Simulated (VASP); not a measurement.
Runs of VASP 6.6.1 on Y. The cell holds a slab with vacuum, 4 atoms: a = 3.514 Å, b = 3.514 Å, c = 23.608 Å, α = 90.00°, β = 90.00°, γ = 120.00°. The slab is cut from a database's or a generator's crystal, which needn't be the stable form of the element.

| task | level | cell | k mesh | smearing | atoms held fixed (from 0) | gap on the mesh (eV) | largest force (eV/Å) |
| --- | --- | --- | --- | --- | --- | --- | --- |
| relaxation of the atoms | PBE+D3(BJ) | atoms relaxed from: the (1 1 1) slab of Y, cut from the database cell, not relaxed | 9 × 9 × 1 | gaussian 0.05 eV | [0, 1] | none | - |
| single point | PBE | the (1 1 1) slab of Y, cut from the database cell, not relaxed | 9 × 9 × 1 | fermi-dirac 0.05 eV | - | none | 0.21 |
| band structure | PBE | as given | 7 × 7 × 1 | fermi-dirac 0.05 eV | - | - | 0.24 |
| work function | PBE | the (1 1 1) slab of Y, cut from the database cell, not relaxed | 9 × 9 × 1 | gaussian 0.05 eV | - | none | (a) |

Alike in all rows: potentials or basis VASP PAW PBE potentials, release 64 (Y_sv); no spin polarisation; cutoff (eV) 520.

**Question.** Estimate the missing entries.

**Answer.** (a) 0.20.

A k mesh can miss the band edges, and the runs leave out spin-orbit coupling on Y.

A gap of «none» marks a metal or a gap under the smearing width.
